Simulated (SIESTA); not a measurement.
Runs of SIESTA 5.4.2 on MoSe2. Symmetry: P6_3/mmc, No. 194, hexagonal system. The conventional cell has a = 3.288 Å, b = 3.288 Å, c = 12.900 Å, α = 90.00°, β = 90.00°, γ = 120.00°. Mo (site symmetry -6m2) has 6 Se at 2.49 Å as nearest neighbours. Se (site symmetry 3m) has 3 Mo at 2.49 Å as nearest neighbours. 

| task | level | cell | optimiser | force tolerance | gap on the mesh (eV) | pressure (GPa) | largest force (eV/Å) |
| --- | --- | --- | --- | --- | --- | --- | --- |
| band structure | B86bPBE | as given | - | - | 0.80 | 16.8 | 2.22 |
| band structure | PBEGcGxHEG | as given | - | - | 0.80 | (d) | (c) |
| band structure | vdW-DF2 | as given | - | - | 0.76 | (b) | (a) |
| band structure | BP86 | as given | - | - | 0.79 | 16.6 | 2.16 |
| relaxation of cell and atoms | PBEGcGxHEG | relaxed | Broyden | 0.01 eV/Å | 1.10 | 0.0 | 0.01 |

Alike in all rows: potentials or basis PseudoDojo 0.4 standard (PBE files), DZP (energy shift 0.002 Ry); no spin polarisation; k mesh 9 × 9 × 2; smearing fermi-dirac 0.05 eV; grid cutoff 800 Ry; energy shift 0.002 Ry.

Problem. Estimate the missing entries.

Solution. (a) 3.00; (b) 25.4; (c) 1.77; (d) 9.0.

Caveats: semicore shells carry a single zeta, which can move pressures by several GPa and volumes by a few percent; the potentials were made for another functional, which shifts forces and pressure; the basis of atomic orbitals isn't converged, which shifts pressures, moduli and gaps; the cell's inner coordinates are idealised or old, which leaves forces on the atoms (some runs); so large a pressure means that the cell lies far from this level's equilibrium, or that cutoff or potentials fall short (some runs); an odd mesh through Γ misses points on the zone boundary, where band edges often lie (some runs).

A k mesh can miss the band edges, and the runs leave out spin-orbit coupling on Mo, Se.

Runs at the PBE level aren't shown here.
